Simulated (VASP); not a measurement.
## Quasiparticle energies of AlN in VASP

Aim: the quasiparticle gap of AlN, and what it costs to get it. The cell has space group P6_3/mmc, a computed entry that need not be the common form of this compound. The start is a computed cell from the Materials Project.

Calculated with VASP 6.6.1; LDA; plane waves and PAW (Al, N), in the first sound run; inputs show where later runs differ.

## Step 1: The starting structure

Symmetry: P6_3/mmc, No. 194, hexagonal system. Conventional cell: a = 3.312 Å, b = 3.312 Å, c = 4.188 Å, α = 90.00°, β = 90.00°, γ = 120.00°. Nearest to Al lie 5 N at 1.91 to 2.09 Å. N has 5 Al at 1.91 to 2.09 Å nearest. Farther neighbours and most contacts between anions are not listed.

As a file:

```
Al N
1.0
     3.31212    0.00000    0.00000
    -1.65606    2.86838    0.00000
     0.00000    0.00000    4.18756
Al N
2 2
Direct
  0.66667 0.33333 0.25000
  0.33333 0.66667 0.75000
  0.66667 0.33333 0.75000
  0.33333 0.66667 0.25000
```

## Step 2: Relaxation

The atoms are relaxed first inside the given cell, which is kept (ISIF = 2), since band edges depend on the positions.

Input file INCAR:

```
SYSTEM = AlN
PREC = Accurate
ENCUT = 520
EDIFF = 1E-06
NELM = 100
ISMEAR = 0
SIGMA = 0.05
LREAL = .FALSE.
ALGO = Normal
GGA = CA
NBANDS = 14
LWAVE = .FALSE.
LCHARG = .FALSE.
KPAR = 4
IBRION = 2
NSW = 60
ISIF = 2
EDIFFG = -0.01
```

Input file POSCAR:

```
AlN
1.0
    3.3121157418      0.0000000000      0.0000000000
   -1.6560578709      2.8683763727      0.0000000000
    0.0000000000      0.0000000000      4.1875630000
Al N
2 2
Direct
    0.6666666667      0.3333333333      0.2500000000
    0.3333333333      0.6666666667      0.7500000000
    0.6666666667      0.3333333333      0.7500000000
    0.3333333333      0.6666666667      0.2500000000
```

Input file KPOINTS:

```
Automatic mesh
0
Gamma
7 7 5
0 0 0
```

The projector-augmented-wave data sets are Al and N (PBE family, release 64).

Started as:

```sh
> mpirun -np 4 vasp_std
```

The program printed:

```text
[banner, memory and clock lines left out]
running    4 mpi-ranks, on    1 nodes
 distrk:  each k-point on    1 cores,    4 groups
 distr:  one band on    1 cores,    1 groups

 POSCAR found type information on POSCAR AlN
 POSCAR found :  2 types and       4 ions
|                                                                             |
|               ----> ADVICE to this user running VASP <----                  |
|                                                                             |
|     You enforced a specific xc type in the INCAR file but a different       |
|     [... a line on the potential file left out ...]
|     I HOPE YOU KNOW WHAT YOU ARE DOING!                                     |
|                                                                             |

 LDA part: xc-table for (Slater(with rela. corr.)+CA(PZ))
 , standard interpolation
 POSCAR, INCAR and KPOINTS ok, starting setup
 FFT: planning ... GRIDC
 FFT: planning ... GRID_SOFT
 FFT: planning ... GRID
 WAVECAR not read
 entering main loop
       N       E                     dE             d eps       ncg     rms          rms(c)
DAV:   1     0.417289158777E+02    0.41729E+02   -0.74261E+03   672   0.102E+03
DAV:   2    -0.331243063281E+02   -0.74853E+02   -0.68198E+02   924   0.202E+02
DAV:   3    -0.368140548864E+02   -0.36897E+01   -0.36742E+01   894   0.476E+01
DAV:   4    -0.368411945537E+02   -0.27140E-01   -0.27137E-01   756   0.457E+00
DAV:   5    -0.368415751138E+02   -0.38056E-03   -0.38052E-03   906   0.551E-01    0.112E+01
DAV:   6    -0.325198392057E+02    0.43217E+01   -0.11963E+01   858   0.251E+01    0.371E+00
DAV:   7    -0.324759923081E+02    0.43847E-01   -0.76006E-01   756   0.576E+00    0.270E+00
DAV:   8    -0.324262030005E+02    0.49789E-01   -0.14518E-01   786   0.323E+00    0.762E-01
DAV:   9    -0.324172709815E+02    0.89320E-02   -0.29354E-02   864   0.128E+00    0.269E-01
DAV:  10    -0.324175062182E+02   -0.23524E-03   -0.16588E-03   780   0.323E-01    0.171E-01
DAV:  11    -0.324174385433E+02    0.67675E-04   -0.63425E-05   858   0.711E-02    0.425E-02
DAV:  12    -0.324174358255E+02    0.27178E-05   -0.49767E-06   828   0.168E-02    0.111E-02
DAV:  13    -0.324174352310E+02    0.59448E-06   -0.24009E-06   692   0.117E-02
   1 F= -.32417435E+02 E0= -.32417435E+02  d E =-.324174E+02
 curvature:   0.00 expect dE= 0.000E+00 dE for cont linesearch  0.000E+00
 trial: gam= 0.00000 g(F)=  0.268E-48 g(S)=  0.000E+00 ort = 0.000E+00 (trialstep = 0.100E+01)
 search vector abs. value=  0.100E-09
 reached required accuracy - stopping structural energy minimisation
```

Elapsed: 4.8 s, on 4 MPI ranks of AMD EPYC 7R43, shared host; peak memory 0.41 GiB; 17 s of CPU time.

Lines that name or quote the potential files are left out of all logs, and their timing lines are given in words.

OUTCAR, selected parts (step 2):

```text
ion  position               nearest neighbor table
   1  0.667  0.333  0.250-   4 1.91   4 1.91   4 1.91   3 2.09   3 2.09   2 2.84   2 2.84   2 2.84
                             2 2.84   2 2.84   2 2.84
   2  0.333  0.667  0.750-   3 1.91   3 1.91   3 1.91   4 2.09   4 2.09   1 2.84   1 2.84   1 2.84
                             1 2.84   1 2.84   1 2.84
   3  0.667  0.333  0.750-   2 1.91   2 1.91   2 1.91   1 2.09   1 2.09
   4  0.333  0.667  0.250-   1 1.91   1 1.91   1 1.91   2 2.09   2 2.09

  LATTYP: Found a hexagonal cell.
 ALAT       =     3.3121157418
 C/A-ratio  =     1.2643166261

 Subroutine GETGRP returns: Found 24 space group operations
 (whereof 12 operations were pure point group operations)

The static configuration has the point symmetry D_3d.
 The point group associated with its full space group is D_6h.

 Found     24 irreducible k-points:

   k-points           NKPTS =     24   k-points in BZ     NKDIM =     24   number of bands    NBANDS=     14

   dimension x,y,z NGX =    28 NGY =   28 NGZ =   32
   dimension x,y,z NGXF=    56 NGYF=   56 NGZF=   64

   ENCUT  =  520.0 eV  38.22 Ry    6.18 a.u.   6.16  6.16  7.79*2*pi/ulx,y,z

   NELECT =      16.0000    total number of electrons

 k-points in reciprocal lattice and weights: Automatic mesh
   0.00000000  0.00000000  0.00000000       0.004
   0.14285714  0.00000000  0.00000000       0.024
   0.28571429  0.00000000  0.00000000       0.024
   0.42857143  0.00000000  0.00000000       0.024
   0.14285714  0.14285714  0.00000000       0.024
   0.28571429  0.14285714  0.00000000       0.049
   0.42857143  0.14285714  0.00000000       0.024
   0.28571429  0.28571429  0.00000000       0.024
   0.00000000  0.00000000  0.20000000       0.008
[...]
0.42857143  0.14285714  0.40000000       0.049
   0.28571429  0.28571429  0.40000000       0.049

 average (electrostatic) potential at core
       1 -70.8846       2 -70.8846       3 -59.2539       4 -59.2539

 E-fermi :   7.8714

 k-point     1 :       0.0000    0.0000    0.0000
  band No.  band energies     occupation
    ...
      4       4.4079      2.00000
      5       4.4079      2.00000
      6       6.0728      2.00000
      7       6.0728      2.00000
      8       7.6722      2.00000
      9      10.9618      0.00000
     10      11.9397      0.00000
     11      15.7397      0.00000
     12      15.7397      0.00000
     13      18.7273      0.00000
    ...

 k-point     2 :       0.1429    0.0000    0.0000
  band No.  band energies     occupation
    ...
      4       3.6097      2.00000
      5       4.0962      2.00000
      6       5.3342      2.00000
      7       6.1740      2.00000
      8       7.2843      2.00000
      9      11.8643      0.00000
     10      12.7328      0.00000
     11      15.0376      0.00000
     12      16.3629      0.00000
     13      17.8781      0.00000
    ...

 k-point     3 :       0.2857    0.0000    0.0000
  band No.  band energies     occupation
    ...
      4       2.1881      2.00000
      5       3.5662      2.00000
      6       4.1949      2.00000
      7       6.2417      2.00000
      8       6.2596      2.00000
      9      12.1608      0.00000
     10      13.9777      0.00000
     11      15.6006      0.00000
     12      15.9342      0.00000
     13      17.5107      0.00000
    ...

  Total       -1.8322815     -1.8322815     -1.9873983      0.0000000      0.0000000      0.0000000
  in kB      -73.7903865    -73.7903865    -80.0373116      0.0000000      0.0000000      0.0000000
  external PRESSURE =     -75.8726949 kB  Pullay stress =       0.0000000 kB

  energy-cutoff  :      520.00
  volume of cell :       39.78
      direct lattice vectors                 reciprocal lattice vectors
     3.312115742  0.000000000  0.000000000     0.301921816  0.174314642  0.000000000
    -1.656057871  2.868376373  0.000000000     0.000000000  0.348629284  0.000000000
     0.000000000  0.000000000  4.187563000     0.000000000  0.000000000  0.238802377

 POSITION                                       TOTAL-FORCE (eV/Angst)
 -----------------------------------------------------------------------------------
      1.65606      0.95613      1.04689         0.000000     -0.000000      0.000000
     -0.00000      1.91225      3.14067         0.000000      0.000000      0.000000
      1.65606      0.95613      3.14067        -0.000000      0.000000      0.000000
     -0.00000      1.91225      1.04689         0.000000     -0.000000      0.000000
 -----------------------------------------------------------------------------------
    total drift:                               -0.000000     -0.000000     -0.000000

  FREE ENERGIE OF THE ION-ELECTRON SYSTEM (eV)
  ---------------------------------------------------
  free  energy   TOTEN  =       -32.4174352310 eV

  energy  without entropy=      -32.4174352310  energy(sigma->0) =      -32.41743523

 reached required accuracy - stopping structural energy minimisation

[... 3 further parts left out ...]
```

CONTCAR:

```
AlN
   1.00000000000000
     3.3121157418000000    0.0000000000000000    0.0000000000000000
    -1.6560578709000000    2.8683763726999998    0.0000000000000000
     0.0000000000000000    0.0000000000000000    4.1875629999999999
  Al              N
     2     2
Direct
     0.6666666667000030    0.3333333332999970    0.2500000000000000
     0.3333333332999970    0.6666666667000030    0.7500000000000000
     0.6666666667000030    0.3333333332999970    0.7500000000000000
     0.3333333332999970    0.6666666667000030    0.2500000000000000
```

The PAW data sets were made with PBE, though LDA sets exist; this is a small mismatch. The run keeps the 24 symmetry operations of its start, so it cannot find a distortion of lower symmetry.

The forces vanish from the start, and no atom moves.

This step gave:

```yaml
free_energy_toten: -32.42 eV
fermi_energy: 7.871 eV
pressure: -7.587 GPa
```

The forces stay under 1e-4 eV/Å.

[end of part 1 of 4]

[Lines on the potential files, build, host, timing and source positions are cut from VASP's logs without a mark.]

[Logs are printed without paths, hosts, clocks, repeated set-up lines and the standing remarks that a program may print on its own settings, such as how far it seeks lower states.]

[Hosts, paths, dates, database ids (printed as entryN), source tags and the programs' standing remarks are cut or masked in the printed files.]

[Pressures printed for these runs are not shown converged in the cutoff: they can be off by several GPa and have the wrong sign.]

[In band tables of VASP the shares of atoms and orbitals are scaled to a sum of 1 inside the atoms' spheres.]
